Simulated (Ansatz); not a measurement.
# C: the cost of one run

Computed with Ansatz 0.2.0 (DFT PBE, scalar-relativistic, plane waves, PAW, unless a step's input says otherwise).

A COD entry behind a cell of this session may itself be a prediction, so a difference from it is no test against experiment.

41 further runs of the same task are left out: 41 set aside as unsound or not needed.

## 1. The starting structure

It takes space group P6_3/mmc (No. 194, hexagonal). Conventional cell: a = 2.512 Å, b = 2.512 Å, c = 4.180 Å, α = 90.00°, β = 90.00°, γ = 120.00°. C (site symmetry 3m) has 4 C at 1.54 to 1.57 Å as nearest neighbours.

Coordinates:

```
CELL_PARAMETERS angstrom
2.51164 0.00000 0.00000
-1.25582 2.17514 0.00000
0.00000 0.00000 4.18029
ATOMIC_POSITIONS crystal
C 0.33333 0.66667 0.06273
C 0.66667 0.33333 0.56273
C 0.33333 0.66667 0.43727
C 0.66667 0.33333 0.93727
```

It is the result of an earlier relaxation at this level (volume 5.71 Å³/atom; gap on the mesh: 3.36 eV).

## 2. The scan

The energy is mapped over volume and the cell's shape.

- volume per atom: 9 values from 5.024 to 6.395 Å³
- c/a of the conventional cell: 9 values from 1.387 to 1.997

Relaxed at each point: the atoms inside the fixed cell. Energies count from the relaxed crystal. Points are written as (first, second).

## 3. Grid point (6.223 Å³, 1.387)

input.yaml reads:

```yaml
crystal:
  lattice:
    - [2.746476096, 0.0, 0.0]
    - [-1.373238048, 2.37851807, 0.0]
    - [0.0, 0.0, 3.8104609356]
  atoms:
    - { symbol: C, position: [0.3333333333, 0.6666666667, 0.0627314063] }
    - { symbol: C, position: [0.6666666667, 0.3333333333, 0.5627314063] }
    - { symbol: C, position: [0.3333333333, 0.6666666667, 0.4372685937] }
    - { symbol: C, position: [0.6666666667, 0.3333333333, 0.9372685937] }
basis:
  ecutwfc: 520.0
kpoints:
  mp_grid: { grid: [12, 12, 6] }
hamiltonian:
  xc: pbe
  pseudopotentials: { kind: paw, azcp: { folder: soft_1 } }
scf:
  occupations: { method: gaussian, width: 0.05 }
output:
  forces: true
  stress: true
  eigenvalues: true
relax:
  adjacent_minimum: "off"
  f_tol: 0.01
  max_steps: 30
```

Started as:

```sh
$ ansatz run input.yaml --threads 1 --pin off --max-ram 2048MiB --backend cpu --events-out ev --progress --plain --runs-dir out
```

**Question.** How long does this run take on 1 thread of Intel Xeon 6975P-C (Granite Rapids), shared host, and how much memory does it need?

About 4 s, with a peak of 0.34 GiB.
